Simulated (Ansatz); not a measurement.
# Al2O3 (R-3c): the equilibrium volume, part 2 of 2

Aim: the volume at which the pressure of Al2O3 (R-3c) vanishes.

Ansatz 0.2.0; DFT PBEsol, scalar-relativistic, plane waves, PAW. The steps go on from the part before.

## Step 3: Relaxing cell and atoms

input.yaml

```yaml
crystal:
  lattice:
    - [2.4025136104, 1.3870918797, 4.3720844159]
    - [-2.4025136104, 1.3870918797, 4.3720844159]
    - [0.0, -2.7741837594, 4.3720844159]
  atoms:
    - { symbol: Al, position: [0.147904, 0.147904, 0.147904] }
    - { symbol: Al, position: [0.352096, 0.352096, 0.352096] }
    - { symbol: Al, position: [0.647904, 0.647904, 0.647904] }
    - { symbol: Al, position: [0.852096, 0.852096, 0.852096] }
    - { symbol: O, position: [0.9438545, 0.5561455, 0.25] }
    - { symbol: O, position: [0.4438545, 0.75, 0.0561455] }
    - { symbol: O, position: [0.5561455, 0.25, 0.9438545] }
    - { symbol: O, position: [0.25, 0.9438545, 0.5561455] }
    - { symbol: O, position: [0.75, 0.0561455, 0.4438545] }
    - { symbol: O, position: [0.0561455, 0.4438545, 0.75] }
basis:
  ecutwfc: 420
kpoints:
  mp_grid: { grid: [6, 6, 6] }
hamiltonian:
  xc: pbesol
scf:
  occupations: { method: gaussian, width: 0.02 }
output:
  forces: true
  stress: true
  eigenvalues: true
  write_density: true
  write_potential: true
  elf: true
  volumetric_format: npy
relax:
  adjacent_minimum: "off"
  f_tol: 0.005
  max_steps: 80
  cell: { stress_tol: 0.05 }
```

Launch:

```console
> ansatz run input.yaml --threads 8 --pin off --max-ram 16384MiB --backend cpu --events-out ev --progress --plain --runs-dir out
```

Standard output:

```text
Warning: RAYON_NUM_THREADS=8 ignored (pool sized by the plan → 8); use --threads N
Engine: ansatz 0.2.0, aarch64-unknown-linux-gnu
Pseudopotentials: kind: paw
Pseudopotential: Al, paw, valence charge 3, recommended cutoff 420 eV (normal), Al.paw.azcp
Pseudopotential: O, paw, valence charge 6, recommended cutoff 420 eV (normal), O.paw.azcp
Functional definition: PBEsol
  exchange = pbesol_x
  correlation = pbesol_c
Crystal: 10 atoms, lattice volume = 87.420 Å³
Basis set: ecut = 420 eV, 1707 PW (Γ), exchange–correlation on 72×72×72 points (8 copies of the dense FFT grid, shifted against one another)
Bands: 34, of which v1, the nominal top of the filled ones, is band 24 counted from 1 (23 counted from 0)
Symmetry: 12 space group operations
Space group: R-3c (ITA 167), of the structure as read, at distance tolerance 4.4e-5 Å
k-points: 32 of 216
Non-local potential: Al, projectors of the file, l = 0: 2, l = 1: 2, l = 2: 1
Non-local potential: O, projectors of the file, l = 0: 2, l = 1: 2, l = 2: 1
PAW form: soft (Blöchl's): semilocal exchange-correlation on the pseudo side does not see the compensation charge
PAW frozen core: Al, regenerated for the run's functional, and the local potential with it (the file was generated under x = pbe(κ = 0.804, μ = 0.2195149727645171), c = pbe(β = 0.06672455060314922))
PAW frozen core: O, regenerated for the run's functional, and the local potential with it (the file was generated under x = pbe(κ = 0.804, μ = 0.2195149727645171), c = pbe(β = 0.06672455060314922))
PAW one-centre angular grid: Al, 110 points (default); XC on 64 Gauss nodes
PAW one-centre angular grid: O, 110 points (default); XC on 64 Gauss nodes
Initial density: superposition of atomic densities (neutral atoms: chi_scale 0, normalization atom), corrected by the library's trained network
Initial wavefunctions: pseudopotential atomic-orbital guess
Functional: x = pbesol(κ = 0.804, μ = 0.12345679012345678), c = pbesol(β = 0.046)
SCF iter   1: F=—  HF=-5478.871399 eV  |F-HF|=—  |Δ(HF+E_count)|=         —  Δρ=1.60e-2  dr2=1.71e-1  ethr=1.77e-3  ⟨swp⟩=7.6  Hψ=5759  notcnv=0  defer=3
preconditioner: auto → Resta (q_TF=auto, 2.469 Å⁻¹)  ε∞=3.6  [insulator: Δε(μ)=5.664 eV  Ē_g=17.017 eV  σ=0.020 eV  W_gap=1.00  n_scr=20 (ndim 8)  ℏωp=27.5 eV  f_vac=0.000  D(μ)=0.00/eV (n_scr^D=0)  ε∞_Penn≈3.6]
SCF iter   2: F=—  HF=-5478.820013 eV  |F-HF|=—  |Δ(HF+E_count)|=   5.14e-2  Δρ=2.07e-3  dr2=1.58e-3  ethr=3.56e-4  ⟨swp⟩=2.7  Hψ=2182  notcnv=0  defer=129
SCF iter   3: F=—  HF=-5478.820162 eV  |F-HF|=—  |Δ(HF+E_count)|=   1.49e-4  Δρ=1.10e-3  dr2=5.57e-4  ethr=3.28e-6  ⟨swp⟩=1.7  Hψ=1177  notcnv=0  defer=129
SCF iter   4: F=—  HF=-5478.820232 eV  |F-HF|=—  |Δ(HF+E_count)|=   6.99e-5  Δρ=8.46e-5  dr2=5.50e-6  ethr=1.16e-6  ⟨swp⟩=2.0  Hψ=1546  notcnv=0  defer=129
SCF iter   5: F=—  HF=-5478.820243 eV  |F-HF|=—  |Δ(HF+E_count)|=   1.10e-5  Δρ=2.04e-5  dr2=2.37e-7  ethr=1.15e-8  ⟨swp⟩=2.8  Hψ=1855  notcnv=0  defer=129
SCF iter   6: F=-5478.820243 eV  HF=-5478.820243 eV  |F-HF|=5.98e-9  |Δ(HF+E_count)|=   5.99e-8  Δρ=3.13e-6  dr2=1.12e-8  ethr=2.08e-10  ⟨swp⟩=13.8  Hψ=7362  notcnv=0
SCF 1 converged in 6 iterations: F = -5478.820243 eV  dr2 = 1.12e-8
relax step   1: F+E_penalty+E_count = -5478.82024286 eV  Δ(F+E_penalty+E_count) = +0.000e0 eV  max|allowed force component| = 4.971e-2 eV/Å  Δτ_max = 0.0000 Å  P = -4.851 GPa  Ω = 87.420 Å³  (6 SCF iters, dr2 threshold 1.00e-7 eV, accepted)
Crystal: 10 atoms, lattice volume = 86.618 Å³
Basis set: ecut = 420 eV, 1695 PW (Γ), exchange–correlation on 72×72×72 points (8 copies of the dense FFT grid, shifted against one another)
Initial density: handed on by an earlier stage of this run
Initial wavefunctions: those handed on with the density
iter 1 solved again at ethr=5.79e-6 eV; its pass at ethr=3.10e-3 eV (dr2=2.78e-3 eV) is discarded
SCF iter   1: F=—  HF=-5478.844651 eV  |F-HF|=—  |Δ(HF+E_count)|=         —  Δρ=1.93e-3  dr2=2.82e-3  ethr=5.79e-6  ⟨swp⟩=2.9  Hψ=4940  notcnv=0
preconditioner: auto → Resta (q_TF=auto, 2.473 Å⁻¹)  ε∞=3.6  [insulator: Δε(μ)=5.892 eV  Ē_g=17.233 eV  σ=0.020 eV  W_gap=1.00  n_scr=20 (ndim 8)  ℏωp=27.6 eV  f_vac=0.000  D(μ)=0.00/eV (n_scr^D=0)  ε∞_Penn≈3.6]
SCF iter   2: F=—  HF=-5478.843793 eV  |F-HF|=—  |Δ(HF+E_count)|=   8.59e-4  Δρ=5.02e-4  dr2=1.85e-4  ethr=5.79e-6  ⟨swp⟩=2.0  Hψ=1968  notcnv=0
SCF iter   3: F=—  HF=-5478.843759 eV  |F-HF|=—  |Δ(HF+E_count)|=   3.37e-5  Δρ=2.52e-4  dr2=5.58e-5  ethr=3.85e-7  ⟨swp⟩=1.0  Hψ=1088  notcnv=0
SCF iter   4: F=—  HF=-5478.843752 eV  |F-HF|=—  |Δ(HF+E_count)|=   6.83e-6  Δρ=3.59e-5  dr2=1.21e-6  ethr=1.16e-7  ⟨swp⟩=2.0  Hψ=1860  notcnv=0
SCF iter   5: F=-5478.843753 eV  HF=-5478.843753 eV  |F-HF|=7.55e-10  |Δ(HF+E_count)|=   5.92e-7  Δρ=5.79e-6  dr2=2.49e-8  ethr=2.08e-9  ⟨swp⟩=10.7  Hψ=8005  notcnv=0
SCF 2 converged in 5 iterations: F = -5478.843753 eV  dr2 = 2.49e-8
relax step   2: F+E_penalty+E_count = -5478.84375272 eV  Δ(F+E_penalty+E_count) = -2.351e-2 eV  max|allowed force component| = 2.820e-2 eV/Å  Δτ_max = 0.0021 Å  P = -2.659 GPa  Ω = 86.618 Å³  energy of the carried Pulay correction = +4.605e-3 eV  (5 SCF iters, dr2 threshold 1.00e-6 eV, accepted)
Crystal: 10 atoms, lattice volume = 85.677 Å³
Basis set: ecut = 420 eV, 1653 PW (Γ), exchange–correlation on 72×72×72 points (8 copies of the dense FFT grid, shifted against one another)
iter 1 solved again at ethr=7.67e-6 eV; its pass at ethr=3.10e-3 eV (dr2=3.68e-3 eV) is discarded
SCF iter   1: F=—  HF=-5478.858221 eV  |F-HF|=—  |Δ(HF+E_count)|=         —  Δρ=2.26e-3  dr2=3.70e-3  ethr=7.67e-6  ⟨swp⟩=3.2  Hψ=4872  notcnv=0
preconditioner: auto → Resta (q_TF=auto, 2.477 Å⁻¹)  ε∞=3.6  [insulator: Δε(μ)=6.037 eV  Ē_g=17.366 eV  σ=0.020 eV  W_gap=1.00  n_scr=20 (ndim 8)  ℏωp=27.8 eV  f_vac=0.000  D(μ)=0.00/eV (n_scr^D=0)  ε∞_Penn≈3.6]
SCF iter   2: F=—  HF=-5478.857067 eV  |F-HF|=—  |Δ(HF+E_count)|=   1.15e-3  Δρ=5.41e-4  dr2=1.79e-4  ethr=7.67e-6  ⟨swp⟩=2.0  Hψ=1979  notcnv=0
SCF iter   3: F=—  HF=-5478.857032 eV  |F-HF|=—  |Δ(HF+E_count)|=   3.50e-5  Δρ=2.78e-4  dr2=5.61e-5  ethr=3.73e-7  ⟨swp⟩=1.0  Hψ=1088  notcnv=0
SCF iter   4: F=—  HF=-5478.857026 eV  |F-HF|=—  |Δ(HF+E_count)|=   5.23e-6  Δρ=3.82e-5  dr2=1.30e-6  ethr=1.17e-7  ⟨swp⟩=2.0  Hψ=1856  notcnv=0
SCF iter   5: F=-5478.857027 eV  HF=-5478.857027 eV  |F-HF|=1.42e-9  |Δ(HF+E_count)|=   6.65e-7  Δρ=5.82e-6  dr2=2.42e-8  ethr=2.08e-9  ⟨swp⟩=10.4  Hψ=7883  notcnv=0
SCF 3 converged in 5 iterations: F = -5478.857027 eV  dr2 = 2.42e-8
relax step   3: F+E_penalty+E_count = -5478.85702705 eV  Δ(F+E_penalty+E_count) = -1.327e-2 eV  max|allowed force component| = 3.019e-2 eV/Å  Δτ_max = 0.0006 Å  P = +0.050 GPa  Ω = 85.677 Å³  energy of the carried Pulay correction = +1.006e-2 eV  (5 SCF iters, dr2 threshold 1.00e-6 eV, accepted)
[... 8 lines left out ...]
relax step   4: F+E_penalty+E_count = -5478.85707301 eV  Δ(F+E_penalty+E_count) = -4.596e-5 eV  max|allowed force component| = 1.535e-2 eV/Å  Δτ_max = 0.0008 Å  P = +0.008 GPa  Ω = 85.686 Å³  energy of the carried Pulay correction = +1.001e-2 eV  (4 SCF iters, dr2 threshold 5.70e-8 eV, accepted)
[... 8 lines left out ...]
relax step   5: F+E_penalty+E_count = -5478.85706845 eV  Δ(F+E_penalty+E_count) = +4.567e-6 eV  max|allowed force component| = 5.075e-3 eV/Å  Δτ_max = 0.0007 Å  P = -0.009 GPa  Ω = 85.691 Å³  energy of the carried Pulay correction = +9.978e-3 eV  (4 SCF iters, dr2 threshold 1.47e-8 eV, accepted)
[... 8 lines left out ...]
relax step   6: F+E_penalty+E_count = -5478.85708671 eV  Δ(F+E_penalty+E_count) = -1.826e-5 eV  max|allowed force component| = 2.524e-5 eV/Å  Δτ_max = 0.0003 Å  P = +0.000 GPa  Ω = 85.689 Å³  energy of the carried Pulay correction = +9.992e-3 eV  (4 SCF iters, dr2 threshold 1.61e-9 eV, accepted)
[... 9 lines left out ...]
relax step   7: F+E_penalty+E_count = -5478.84807832 eV  Δ(F+E_penalty+E_count) = +9.008e-3 eV  max|allowed force component| = 3.399e-4 eV/Å  Δτ_max = 0.0000 Å  P = -0.196 GPa  Ω = 85.689 Å³  stress off target by 2.00e-1 GPa  SCF on the basis re-selected at this cell (its energy is not comparable with the rows above)  (5 SCF iters)
[... 9 lines left out ...]
relax step   8: F+E_penalty+E_count = -5478.84850830 eV  Δ(F+E_penalty+E_count) = -4.300e-4 eV  max|allowed force component| = 2.190e-5 eV/Å  Δτ_max = 0.0000 Å  P = -0.004 GPa  Ω = 85.623 Å³  energy of the carried Pulay correction = +3.884e-4 eV  (4 SCF iters, dr2 threshold 9.96e-8 eV, accepted)
iter 1 solved again at ethr=1.80e-8 eV; its pass at ethr=3.10e-3 eV (dr2=8.66e-6 eV) is discarded
SCF iter   1: F=—  HF=-5478.848105 eV  |F-HF|=—  |Δ(HF+E_count)|=         —  Δρ=1.14e-5  dr2=2.10e-8  ethr=1.80e-8  ⟨swp⟩=3.6  Hψ=9167  notcnv=0
preconditioner: auto → Resta (q_TF=auto, 2.477 Å⁻¹)  ε∞=3.6  [insulator: Δε(μ)=6.030 eV  Ē_g=17.364 eV  σ=0.020 eV  W_gap=1.00  n_scr=20 (ndim 8)  ℏωp=27.8 eV  f_vac=0.000  D(μ)=0.00/eV (n_scr^D=0)  ε∞_Penn≈3.6]
SCF iter   2: F=—  HF=-5478.848115 eV  |F-HF|=—  |Δ(HF+E_count)|=   1.06e-5  Δρ=5.53e-6  dr2=6.56e-9  ethr=4.38e-11  ⟨swp⟩=2.0  Hψ=1837  notcnv=0
SCF iter   3: F=—  HF=-5478.848115 eV  |F-HF|=—  |Δ(HF+E_count)|=   7.88e-9  Δρ=1.71e-6  dr2=1.07e-9  ethr=1.37e-11  ⟨swp⟩=2.4  Hψ=1756  notcnv=0
SCF iter   4: F=-5478.848115 eV  HF=-5478.848115 eV  |F-HF|=2.27e-11  |Δ(HF+E_count)|=  5.40e-10  Δρ=3.30e-7  dr2=9.58e-11  ethr=1.00e-12  ⟨swp⟩=5.0  Hψ=5696  notcnv=0
SCF 9 converged in 4 iterations: F = -5478.848115 eV  dr2 = 9.58e-11
relax step   9: F+E_penalty+E_count = -5478.84811527 eV  Δ(F+E_penalty+E_count) = +3.930e-4 eV  max|allowed force component| = 1.028e-5 eV/Å  Δτ_max = 0.0000 Å  P = -0.008 GPa  Ω = 85.623 Å³  stress off target by 8.54e-3 GPa  SCF on the basis re-selected at this cell (its energy is not comparable with the rows above)  (4 SCF iters)
basis re-selected at this cell: Δ(F+E_penalty+E_count) = +3.930e-4 eV, ΔP = -0.005 GPa vs the last step (what re-selecting the basis moved, of the pressure what is left beyond the Pulay correction that the steps carried, after the strain that the cell walked since its last selection, with what the two solves' SCF thresholds leave and, on support functions, any second-order correction that the steps lacked; it is no measure of the basis error at this ecutwfc). This SCF's stress stands 8.54e-3 GPa from its target on what of the cell is left free (relax.cell.stress_tol is 5.00e-2 GPa) and its largest allowed force component is 1.03e-5 eV/Å (relax.f_tol is 5.00e-3 eV/Å): within both
SCF converged after 4 iterations
Free energy (F): -5478.848115 eV
Harris-Foulkes:  -5478.848115 eV  (|F-HF|=2.27e-11)
Internal energy: -5478.848115 eV  (E = F + TS)
E sigma→0 (E₀):  -5478.848115 eV
Fermi energy:    10.555108 eV
--- Per-component energies (eV) ---
  E_band       = 58.002751
  E_kinetic    = 1178.146442
  E_local      = -1978.783897  (includes V_loc(G=0)·N_el)
  E_nonlocal   = 326.500679
  E_hartree    = 728.901066
  E_xc         = -605.825982
  E_vxc        = -692.595577  (∫ρ·V_xc dr)
  E_paw        = -2736.807841  (= ΣΔE_a)
  E_vpaw       = -233.082201  (= ΣTr[D̂ρ^β])
  E_aug_tail   = 0.015146  (compensation charges beyond the density's cutoff)
  E_ewald      = -2391.282013
  E_core_change = 0.288284  (= ΣΔE_core)
  E_smearing   = -0.000000  (= −TS)
  E_closure    = 0.000000  (closes the sum)
  Σ components = -5478.848115   (vs F -5478.848115, Δ=0.00e0)
--- Forces (eV/Å), atoms counted from 1 ---
  atom   1  Al     0.00000000     0.00000000     0.00001028
  atom   2  Al     0.00000000     0.00000000    -0.00001028
  atom   3  Al    -0.00000000    -0.00000000     0.00001028
  atom   4  Al    -0.00000000     0.00000000    -0.00001028
  atom   5  O     -0.00000901    -0.00000000    -0.00000000
  atom   6  O     -0.00000451    -0.00000780     0.00000000
  atom   7  O      0.00000451     0.00000780    -0.00000000
  atom   8  O      0.00000451    -0.00000780     0.00000000
  atom   9  O     -0.00000451     0.00000780    -0.00000000
  atom  10  O      0.00000901     0.00000000     0.00000000
  max |Σ_I F_I| component: 5.20e-18 eV/Å
--- Stress (GPa, compression-positive) ---
       -0.008155       0.000000      -0.000000
        0.000000      -0.008155       0.000000
       -0.000000       0.000000      -0.008539
  P = ⅓ Tr σ = -0.0083 GPa (-0.083 kbar)
--- Band table (eV; the first three rows and the last of 32) ---
  k-point 0: bands = ["-11.5904", "-9.2432", "-8.9642", "-8.9642", "-8.6449", "-8.6449", "0.6223", "1.6076", "1.9790", "1.9790", "3.0938", "3.1844", "3.1844", "4.2183", "4.6024", "6.1341", "6.1341", "6.2536", "6.2536", "7.0434", "7.0434", "7.5026", "7.5026", "7.5402", "13.5700", "16.4562", "18.1394", "18.8889", "18.8889", "18.9913", "19.6943", "19.6943", "19.7507", "20.9933"]
  k-point 1: bands = ["-11.4468", "-9.3210", "-9.0439", "-8.9920", "-8.7134", "-8.6551", "0.7743", "1.3693", "1.7977", "2.5373", "2.5918", "3.1307", "4.0693", "4.7668", "4.8802", "5.6451", "6.0082", "6.1661", "6.3249", "6.6646", "6.8511", "7.1943", "7.4632", "7.4922", "14.2051", "16.9646", "17.7005", "18.5138", "18.6125", "18.8335", "19.8827", "19.9397", "20.2096", "20.3505"]
  k-point 2: bands = ["-11.0384", "-9.7861", "-9.0197", "-8.9898", "-8.8580", "-8.7198", "0.9537", "1.3995", "1.6596", "2.4418", "3.2093", "3.7000", "4.5055", "5.1091", "5.2414", "5.3696", "5.6999", "5.8043", "6.0969", "6.1921", "6.6920", "6.9944", "7.3148", "7.3580", "15.5176", "17.1769", "17.4842", "17.8705", "18.2381", "18.8270", "19.6394", "19.6915", "20.2024", "20.7991"]
  k-point 31: bands = ["-10.5886", "-10.5886", "-8.8247", "-8.8247", "-8.8247", "-8.8247", "1.9223", "1.9223", "3.0838", "3.0838", "3.0838", "3.0838", "3.4586", "3.4586", "5.2840", "5.2840", "5.5351", "5.5351", "5.5351", "5.5351", "7.1661", "7.1661", "7.1661", "7.1661", "16.0145", "16.0145", "18.4548", "18.4548", "19.8429", "19.8429", "20.0534", "20.0534", "20.0534", "20.0534"]
--- Relaxed structure (7 steps of the walk, 7 accepted, 2 SCFs on fresh bases) ---
  F+E_penalty+E_count = -5478.84811527 eV   max|allowed force component| = 1.028e-5 eV/Å   (the final SCF, on the basis selected at the relaxed cell)
  cell:  # Å, volume = 85.6226 Å³
    - [2.386930599804251, 1.3780950243339394, 4.338285084789221]
    - [-2.386930599804251, 1.3780950243339394, 4.338285084789221]
    - [4.132384431172358e-34, -2.7561900486678783, 4.338285084789221]
  atoms:
    - { symbol: Al, position: [0.1479209712596069, 0.1479209712596069, 0.14792097125960693] }
    - { symbol: Al, position: [0.3520790287403931, 0.3520790287403931, 0.35207902874039315] }
    - { symbol: Al, position: [0.6479209712596069, 0.6479209712596069, 0.647920971259607] }
    - { symbol: Al, position: [0.8520790287403927, 0.8520790287403927, 0.8520790287403929] }
    - { symbol: O, position: [0.9441401449866844, 0.5558598550133156, 0.25] }
    - { symbol: O, position: [0.4441401449866843, 0.7499999999999998, 0.05585985501331564] }
    - { symbol: O, position: [0.5558598550133155, 0.25, 0.9441401449866844] }
    - { symbol: O, position: [0.25, 0.9441401449866843, 0.5558598550133156] }
    - { symbol: O, position: [0.7499999999999999, 0.055859855013315585, 0.44414014498668436] }
    - { symbol: O, position: [0.05585985501331564, 0.4441401449866843, 0.7499999999999999] }
```

Wall time 6.6 s (8 threads of Arm Neoverse V2, shared host); peak memory 0.51 GiB.

How the relaxation went:

| step | energy from step 1 (meV/atom) | largest force component (eV/Å) | pressure (GPa) | volume (Å³/atom) |
| --- | --- | --- | --- | --- |
| 1 | 0.0 | 0.050 | -4.85 | 8.742 |
| 2 | -2.4 | 0.028 | -2.66 | 8.662 |
| 3 | -3.7 | 0.030 | 0.05 | 8.568 |
| 4 | -3.7 | 0.015 | 0.01 | 8.569 |
| 5 | -3.7 | 0.005 | -0.01 | 8.569 |
| 6 | -3.7 | 0.000 | 0.00 | 8.569 |
| 7 | -2.8 | 0.000 | -0.20 | 8.569 |
| 8 | -2.8 | 0.000 | 0.00 | 8.562 |
| 9 | -2.8 | 0.000 | -0.01 | 8.562 |

Step 1 is the start. Step 7 repeats a cell on a basis chosen anew, so the energy can jump there without a move. Step 9 repeats the geometry before it on a plane-wave basis chosen anew for the final cell, which leaves the energy as it was. The run keeps the 12 symmetry operations that it found, so it can't reach a distortion that breaks them.

In short: volume 8.562 Å³/atom, pressure -0.01 GPa, mesh gap 6.03 eV.

## Step 4: The cell, before and after

The cell before and after:

| cell as typed | before | after | change |
| --- | --- | --- | --- |
| a (Å) | 5.178 | 5.140 | -0.7 % |
| b (Å) | 5.178 | 5.140 | -0.7 % |
| c (Å) | 5.178 | 5.140 | -0.7 % |
| α (°) | 55.29 | 55.34 | +0.05° |
| β (°) | 55.29 | 55.34 | +0.05° |
| γ (°) | 55.29 | 55.34 | +0.05° |
| volume (Å³/atom) | 8.742 | 8.562 | -2.1 % |
| shortest distance (Å) | 1.873 | 1.861 | -0.6 % |
| space group | R-3c | R-3c | same |

## Step 5: Results

The summary covers parts 1 to 2. Changes of volume or cell count from the first structure of part 1.

```
         quantity                                                                        value
           volume                                                                8.562 Å³/atom
         pressure                                                                    -0.01 GPa
conventional cell  a = 4.774 Å, b = 4.774 Å, c = 13.015 Å, α = 90.00°, β = 90.00°, γ = 120.00°
  gap on the mesh                                                                      6.03 eV
```

In words: Over the 2 runs shown the cell moved from 8.74 to 8.56 Å³/atom, a change of -2.1 %, where the pressure is zero within 0.01 GPa.

These are semilocal Kohn-Sham gaps, which aren't the measured quantity. Such gaps usually fall short of the measured ones.
